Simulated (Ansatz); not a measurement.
Geometry optimisation in Ansatz: input, command and trajectory.

```yaml
crystal:
  lattice:
    - [4.4754428075, 0.0, 0.0]
    - [0.0, 4.4754428075, 0.0]
    - [0.0, 0.0, 3.0388566339]
  atoms:
    - { symbol: Zn, position: [0.0, 0.0, 0.0] }
    - { symbol: Zn, position: [0.5, 0.5, 0.5] }
    - { symbol: F, position: [0.3021751281, 0.3021751281, 0.0] }
    - { symbol: F, position: [0.1978248719, 0.8021751281, 0.5] }
    - { symbol: F, position: [0.6978248719, 0.6978248719, 0.0] }
    - { symbol: F, position: [0.8021751281, 0.1978248719, 0.5] }
basis:
  ecutwfc: 500
kpoints:
  mp_grid: { grid: [6, 6, 8] }
hamiltonian:
  xc: r2scan
scf:
  occupations: { method: gaussian, width: 0.02 }
output:
  forces: true
  stress: true
  eigenvalues: true
relax:
  adjacent_minimum: "off"
  f_tol: 0.01
  max_steps: 30
  cell: { stress_tol: 0.1, fix: [volume] }
```

```bash
ansatz run input.yaml --threads 1 --pin off --max-ram 2560MiB --backend cpu --events-out ev --progress --plain --runs-dir out
```

Level of theory: DFT r2SCAN, scalar-relativistic, plane waves, PAW (Ansatz 0.2.0).

The volume is held at 0.88 times that of the relaxed cell.

Of 4 frames 3 are shown, positions in Å and forces in eV/Å; the SCF threshold varies from step to step. Steps run on the plane waves of an earlier cell, with a Pulay correction in the pressure. The basis is chosen afresh for the last frame, the zero of the energies, and at times for earlier ones too; energy and pressure step there, also at an unchanged geometry.

```xyz
6
Lattice="4.4754 0.0000 0.0000 0.0000 4.4754 0.0000 0.0000 0.0000 3.0389" Properties=species:S:1:pos:R:3:forces:R:3 pbc="T T T" step=1 free_energy_over_end_meV_per_atom=0.13 pressure_GPa=20.34
Zn    0.0000    0.0000    0.0000    0.0000    0.0000    0.0000
Zn    2.2377    2.2377    1.5194    0.0000    0.0000    0.0000
F     1.3524    1.3524    0.0000   -0.0254   -0.0254    0.0000
F     0.8854    3.5901    1.5194    0.0254   -0.0254    0.0000
F     3.1231    3.1231    0.0000    0.0254    0.0254    0.0000
F     3.5901    0.8854    1.5194   -0.0254    0.0254    0.0000
6
Lattice="4.4726 0.0000 0.0000 0.0000 4.4726 0.0000 0.0000 0.0000 3.0427" Properties=species:S:1:pos:R:3:forces:R:3 pbc="T T T" step=2 free_energy_over_end_meV_per_atom=0.07 pressure_GPa=20.31
Zn    0.0000    0.0000    0.0000    0.0000    0.0000    0.0000
Zn    2.2363    2.2363    1.5213    0.0000    0.0000    0.0000
F     1.3517    1.3517    0.0000   -0.0215   -0.0215    0.0000
F     0.8846    3.5881    1.5213    0.0215   -0.0215    0.0000
F     3.1209    3.1209    0.0000    0.0215    0.0215    0.0000
F     3.5881    0.8846    1.5213   -0.0215    0.0215    0.0000
6
Lattice="4.4653 0.0000 0.0000 0.0000 4.4653 0.0000 0.0000 0.0000 3.0527" Properties=species:S:1:pos:R:3:forces:R:3 pbc="T T T" step=4 free_energy_over_end_meV_per_atom=0.00 pressure_GPa=20.21
Zn    0.0000    0.0000    0.0000    0.0000    0.0000    0.0000
Zn    2.2326    2.2326    1.5264    0.0000    0.0000    0.0000
F     1.3489    1.3489    0.0000    0.0059    0.0059    0.0000
F     0.8837    3.5816    1.5264   -0.0059    0.0059    0.0000
F     3.1164    3.1164    0.0000   -0.0059   -0.0059    0.0000
F     3.5816    0.8837    1.5264    0.0059   -0.0059    0.0000
```

It took 55 s on 1 thread of Arm Neoverse V1 (shared host), peak memory 0.53 GiB.